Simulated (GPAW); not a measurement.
Ru:

```
Ru
1.0
     2.70580    0.00000    0.00000
    -1.35290    2.34329    0.00000
     0.00000    0.00000    4.28190
Ru
2
Cartesian
  1.3529 0.7811 3.2114
  0.0000 1.5622 1.0705
```

* Program: GPAW 26.7.0
* Task: relaxation of cell and atoms
* Functional: LDA
* Potentials or basis: the program's PAW data sets (release 1.2.1) made for this functional
* Cutoff: 600 eV
* Basis: pw
* k mesh: 11 × 11 × 6
* Occupations: fermi-dirac, width 0.05 eV
* Spin: no spin polarisation

At the start: pressure -13.8 GPa; volume 13.57 Å³/atom.

Q: Where does the relaxation end?

A: Over 4 steps the energy falls by 23.9 meV/atom and the volume is 13.02 Å³/atom (-4.1 %); space group P6_3/mmc (No. 194, to 0.05 Å).

The path:
```
step  energy change (eV)  largest force (eV/Å)  pressure (GPa)  volume (Å³)
   1              0.0000                0.0000          -13.77        27.15
   2             -0.0402                0.0000           -5.88        26.48
   3             -0.0476                0.0000            0.36        26.01
   4             -0.0477                0.0000           -0.01        26.04
```

Final structure:
```
Ru
1.0
     2.66892    0.00000    0.00000
    -1.33446    2.31135    0.00000
     0.00000    0.00000    4.22087
Ru
2
Direct
  0.66667 0.33333 0.75000
  0.33333 0.66667 0.25000
```

Caveat: later steps reuse the first step's grids.
